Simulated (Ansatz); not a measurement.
Crystal: EuO.

```
CELL_PARAMETERS angstrom
0.00000 2.57195 2.57195
2.57195 0.00000 2.57195
2.57195 2.57195 0.00000
ATOMIC_POSITIONS crystal
Eu 0.00000 0.00000 0.00000
O 0.50000 0.50000 0.50000
```

Program: Ansatz 0.2.0. Alike in all runs: potentials or basis Ansatz PAW; cell as given.

Order these runs on this cell by their pressure, lowest first.
A. level r2SCAN; spin non-collinear, ferromagnetic start, SOC; k mesh 7 × 7 × 7; cutoff (eV) 500; smearing fermi-dirac 0.05 eV; points for each segment of the path 14; mesh quality not flagged
B. level LDA; spin collinear, ferromagnetic start; k mesh 9 × 9 × 9; cutoff (eV) 420; smearing fermi-dirac 0.05 eV; points for each segment of the path 14; mesh quality not flagged
C. level PBE; spin collinear, ferromagnetic start; k mesh 9 × 9 × 9; cutoff (eV) 420; smearing gaussian 0.026 eV; mesh quality not flagged
D. level r2SCAN0; spin collinear, ferromagnetic start; k mesh 5 × 5 × 5; cutoff (eV) 500; smearing fermi-dirac 0.05 eV; points for each segment of the path 4; mesh quality coarse

B (-13.0 GPa), A (-5.7 GPa), C (-4.1 GPa), D (-1.5 GPa).

Caveats: some runs use coarse meshes; a cell with one magnetic atom can't hold antiferromagnetic order, which such compounds often take; the PAW data sets come from PBE, with cores solved anew for the run's functional, which leaves a small shift of forces and pressure (some runs); the magnetic or orbital state may not be the lowest (some runs); the thresholds are loose for stress (some runs).
